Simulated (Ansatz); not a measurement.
# GaN (P6_3mc): the host for defect calculations, part 3 of 3

Aim: the runs on the perfect crystal GaN (P6_3mc) that a defect calculation needs first.

Ansatz 0.2.0; plane-wave PAW DFT, r2SCAN; relaxation of the host's cell and atoms (the session's first sound run).

So far. Step 3 (Dielectric tensors of the host): The principal values of the electronic dielectric tensor are 5.84, 5.84 and 6.02. The principal values of the static dielectric tensor are 10.10, 10.10 and 11.18.

### 8. Defect free supercell at the quarter point

Level of this step: plane-wave PAW DFT, r2SCAN; single point of the defect-free host, a test of the k-point sampling (Ansatz).

The supercell is run at one point off the zone centre, to see how far that sampling misses the dense mesh.

The input, pristine.sampling_quarter/input.yaml:

```yaml
crystal:
  lattice:
    - [9.5492592266, 0.0, 0.0]
    - [-4.7746296133, 8.2699010776, 0.0]
    - [0.0, 0.0, 10.3671611136]
  atoms:
    - { symbol: Ga, position: [0.2222222222, 0.1111111111, 0.249554212] }
    - { symbol: Ga, position: [0.1111111111, 0.2222222222, 0.499554212] }
    - { symbol: "N", position: [0.2222222222, 0.1111111111, 0.437945788] }
    - { symbol: "N", position: [0.1111111111, 0.2222222222, 0.187945788] }
    - { symbol: Ga, position: [0.2222222222, 0.1111111111, 0.7495542121] }
    - { symbol: Ga, position: [0.1111111111, 0.2222222222, 0.999554212] }
    - { symbol: "N", position: [0.2222222222, 0.1111111111, 0.937945788] }
    - { symbol: "N", position: [0.1111111111, 0.2222222222, 0.6879457879] }
    - { symbol: Ga, position: [0.2222222222, 0.4444444444, 0.249554212] }
    - { symbol: Ga, position: [0.1111111111, 0.5555555556, 0.499554212] }
    - { symbol: "N", position: [0.2222222222, 0.4444444444, 0.437945788] }
    - { symbol: "N", position: [0.1111111111, 0.5555555556, 0.187945788] }
    - { symbol: Ga, position: [0.2222222222, 0.4444444444, 0.7495542121] }
    - { symbol: Ga, position: [0.1111111111, 0.5555555556, 0.999554212] }
    - { symbol: "N", position: [0.2222222222, 0.4444444444, 0.937945788] }
    - { symbol: "N", position: [0.1111111111, 0.5555555556, 0.6879457879] }
    - { symbol: Ga, position: [0.2222222222, 0.7777777778, 0.249554212] }
    - { symbol: Ga, position: [0.1111111111, 0.8888888889, 0.499554212] }
    - { symbol: "N", position: [0.2222222222, 0.7777777778, 0.437945788] }
    - { symbol: "N", position: [0.1111111111, 0.8888888889, 0.187945788] }
    - { symbol: Ga, position: [0.2222222222, 0.7777777778, 0.7495542121] }
    - { symbol: Ga, position: [0.1111111111, 0.8888888889, 0.999554212] }
    - { symbol: "N", position: [0.2222222222, 0.7777777778, 0.937945788] }
    - { symbol: "N", position: [0.1111111111, 0.8888888889, 0.6879457879] }
    - { symbol: Ga, position: [0.5555555556, 0.1111111111, 0.249554212] }
    - { symbol: Ga, position: [0.4444444444, 0.2222222222, 0.499554212] }
    - { symbol: "N", position: [0.5555555556, 0.1111111111, 0.437945788] }
    - { symbol: "N", position: [0.4444444444, 0.2222222222, 0.187945788] }
    - { symbol: Ga, position: [0.5555555556, 0.1111111111, 0.7495542121] }
    - { symbol: Ga, position: [0.4444444444, 0.2222222222, 0.999554212] }
    - { symbol: "N", position: [0.5555555556, 0.1111111111, 0.937945788] }
    - { symbol: "N", position: [0.4444444444, 0.2222222222, 0.6879457879] }
    - { symbol: Ga, position: [0.5555555556, 0.4444444444, 0.249554212] }
    - { symbol: Ga, position: [0.4444444444, 0.5555555556, 0.499554212] }
    - { symbol: "N", position: [0.5555555556, 0.4444444444, 0.437945788] }
    - { symbol: "N", position: [0.4444444444, 0.5555555556, 0.187945788] }
    - { symbol: Ga, position: [0.5555555556, 0.4444444444, 0.7495542121] }
    - { symbol: Ga, position: [0.4444444444, 0.5555555556, 0.999554212] }
    - { symbol: "N", position: [0.5555555556, 0.4444444444, 0.937945788] }
    - { symbol: "N", position: [0.4444444444, 0.5555555556, 0.6879457879] }
    - { symbol: Ga, position: [0.5555555556, 0.7777777778, 0.249554212] }
    - { symbol: Ga, position: [0.4444444444, 0.8888888889, 0.499554212] }
    - { symbol: "N", position: [0.5555555556, 0.7777777778, 0.437945788] }
    - { symbol: "N", position: [0.4444444444, 0.8888888889, 0.187945788] }
    - { symbol: Ga, position: [0.5555555556, 0.7777777778, 0.7495542121] }
    - { symbol: Ga, position: [0.4444444444, 0.8888888889, 0.999554212] }
    - { symbol: "N", position: [0.5555555556, 0.7777777778, 0.937945788] }
    - { symbol: "N", position: [0.4444444444, 0.8888888889, 0.6879457879] }
    - { symbol: Ga, position: [0.8888888889, 0.1111111111, 0.249554212] }
    - { symbol: Ga, position: [0.7777777778, 0.2222222222, 0.499554212] }
    - { symbol: "N", position: [0.8888888889, 0.1111111111, 0.437945788] }
    - { symbol: "N", position: [0.7777777778, 0.2222222222, 0.187945788] }
    - { symbol: Ga, position: [0.8888888889, 0.1111111111, 0.7495542121] }
    - { symbol: Ga, position: [0.7777777778, 0.2222222222, 0.999554212] }
    - { symbol: "N", position: [0.8888888889, 0.1111111111, 0.937945788] }
    - { symbol: "N", position: [0.7777777778, 0.2222222222, 0.6879457879] }
    - { symbol: Ga, position: [0.8888888889, 0.4444444444, 0.249554212] }
    - { symbol: Ga, position: [0.7777777778, 0.5555555556, 0.499554212] }
    - { symbol: "N", position: [0.8888888889, 0.4444444444, 0.437945788] }
    - { symbol: "N", position: [0.7777777778, 0.5555555556, 0.187945788] }
    - { symbol: Ga, position: [0.8888888889, 0.4444444444, 0.7495542121] }
    - { symbol: Ga, position: [0.7777777778, 0.5555555556, 0.999554212] }
    - { symbol: "N", position: [0.8888888889, 0.4444444444, 0.937945788] }
    - { symbol: "N", position: [0.7777777778, 0.5555555556, 0.6879457879] }
    - { symbol: Ga, position: [0.8888888889, 0.7777777778, 0.249554212] }
    - { symbol: Ga, position: [0.7777777778, 0.8888888889, 0.499554212] }
    - { symbol: "N", position: [0.8888888889, 0.7777777778, 0.437945788] }
    - { symbol: "N", position: [0.7777777778, 0.8888888889, 0.187945788] }
    - { symbol: Ga, position: [0.8888888889, 0.7777777778, 0.7495542121] }
    - { symbol: Ga, position: [0.7777777778, 0.8888888889, 0.999554212] }
    - { symbol: "N", position: [0.8888888889, 0.7777777778, 0.937945788] }
    - { symbol: "N", position: [0.7777777778, 0.8888888889, 0.6879457879] }
basis:
  ecutwfc: 500
  xc_grid: 2
hamiltonian:
  xc: r2scan
kpoints:
  mp_grid: { grid: [1, 1, 1], shift: [0.25, 0.25, 0.25] }
scf:
  occupations: { method: fermi_dirac, width: 0.01 }
  max_iter: 100
  lower_state_search: "off"
checkpoint:
  write: "../pristine.sampling_quarter.run"
  compress: false
  write_wavefunctions: false
  write_every: 100000
```

On the command line:

```bash
> ansatz run input.yaml --threads 32 --pin off --max-ram 84787MiB --backend cuda --events-out ev --progress --plain --runs-dir out --max-vram 78GiB
```

Numbers of over 12 decimals in the logs are rounded to 6 here.

The log of the run:

```text
[...]
GPU FFT provider: cuFFT
GPU libraries: cuBLAS 13.8.1, cuFFT 12.4.0, cuSOLVER 12.3.2
[...]
Crystal: 72 atoms, lattice volume = 818.710 Å³
Basis set: ecut = 500 eV, 20899 PW (Γ), exchange–correlation on 144×144×160 points (8 copies of the dense FFT grid, shifted against one another)
Bands: 396, of which v1, the nominal top of the filled ones, is band 324 counted from 1 (323 counted from 0)
Symmetry: 36 space group operations
k-points: 1
[...]
GPU buffer pool allocated for 414720 grid points (all kernels)
[...]
SCF iter   1: F=-150351.151077 eV  HF=-150350.472288 eV  |Δ(HF+E_count)|=         —  Δρ=1.24e-2  dr2=4.57e-1  dr2_τ=3.29e0  Hψ=1354
[...]
SCF iter   8: F=-150351.574298 eV  HF=-150351.574298 eV  |Δ(HF+E_count)|=   1.73e-7  Δρ=8.09e-7  dr2=4.01e-9  dr2_τ=1.97e-10  Hψ=807
SCF 1 converged in 8 iterations: F = -150351.574298 eV  dr2 = 4.01e-9
[...]
SCF converged after 8 iterations
Free energy (F): -150351.574298 eV
[...]
Internal energy: -150351.574298 eV  (E = F + TS)
E sigma→0 (E₀):  -150351.574298 eV
Fermi energy:    11.240684 eV
[...]
```

Wall time 1.2 s (1 × NVIDIA GB200 with 32 threads of Arm Neoverse V2, shared host); peak memory 1.4 GiB; 3 s of CPU time.

### 9. Outcome

```yaml
primitive_cell_vectors_lengths: 3.183, 3.183, 5.184 Å
electronic_dielectric_constant: principal values (5.84, 5.84, 6.02)
static_dielectric_constant: principal values (10.10, 10.10, 11.18)
gap_on_the_k_mesh_of_the_response_run_pbesol: 1.88 eV
supercell_relaxed_in_its_symmetry_less_the_displaced_and_relaxed_one: 0.000 eV
energy_an_atom_at_the_zone_centre_alone_less_that_on_the_dense_mesh: 0.072 eV
energy_an_atom_at_one_point_at_less_that_on_the_dense_mesh: -0.023 eV
```

Step 5: The energy fell by 2.283 eV from the randomly displaced start; the atoms end within 0.005 Å of the sites as typed, once the mean shift is taken out. The displaced cell ends within 0.01 eV of the symmetric one relaxed in its symmetry, so no lower structure shows in this supercell. The k-mesh can miss the band edges, so this gap is an upper bound at this level. All at zero temperature.

[Logs are printed without paths, hosts, clocks, repeated set-up lines and the standing remarks that a program may print on its own settings, such as how far it seeks lower states.]

[Hosts, paths, dates, database ids (printed as entryN), source tags and the programs' standing remarks are cut or masked in the printed files.]

[Runs of the host that timed out are not shown.]

[For some hosts the program warned that the k-mesh of the response run may be too coarse for force constants and the static dielectric constant; such warnings are not always shown.]

[The program warned that the k-mesh of a response run behind this text may be too coarse: force constants, and the static dielectric constant and all else formed from them, are not shown converged.]
